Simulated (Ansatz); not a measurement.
Write the native input for Ansatz 0.2.0 that does the following.

```yaml
Task: single point
Functional: PBE
Potentials_or_basis: Ansatz PAW
Cutoff: "420 eV (not typed: the program's choice for these potentials)"
k_mesh: 11 × 11 × 11
Occupations: fermi-dirac, width 0.05 eV
Spin: no spin polarisation
```

Ta:

```
Ta
1.0
    -1.65128    1.65128    1.65128
     1.65128   -1.65128    1.65128
     1.65128    1.65128   -1.65128
Ta
1
Cartesian
  0.0000 0.0000 0.0000
```

One way to write it, as run:

input.yaml

```yaml
crystal:
  lattice:
    - [-1.65128, 1.65128, 1.65128]
    - [1.65128, -1.65128, 1.65128]
    - [1.65128, 1.65128, -1.65128]
  atoms:
    - { symbol: Ta, position: [0.0, 0.0, 0.0] }
hamiltonian:
  xc: pbe
  pseudopotentials: { kind: paw }
kpoints:
  mp_grid: { grid: [11, 11, 11] }
scf:
  occupations: { method: fermi_dirac, width: 0.05 }
output:
  forces: true
  stress: true
  eigenvalues: true
```

Potentials or basis: Ansatz PAW.

The run is started by

```sh
$ ansatz run input.yaml --threads 1 --pin off --max-ram 2560MiB --backend cpu --events-out ev --progress --plain --runs-dir out
```

Results of the run:

| Item | Value |
| --- | --- |
| Pressure | 2.6 GPa |
| Band gap on the k mesh | none (metal or under the smearing width) |

Wall time 0.91 s on 1 thread of Intel(R) Xeon(R) Platinum 8259CL CPU @ 2.50GHz (Skylake/Cascade Lake), on a shared host, peak memory 0.33 GiB.
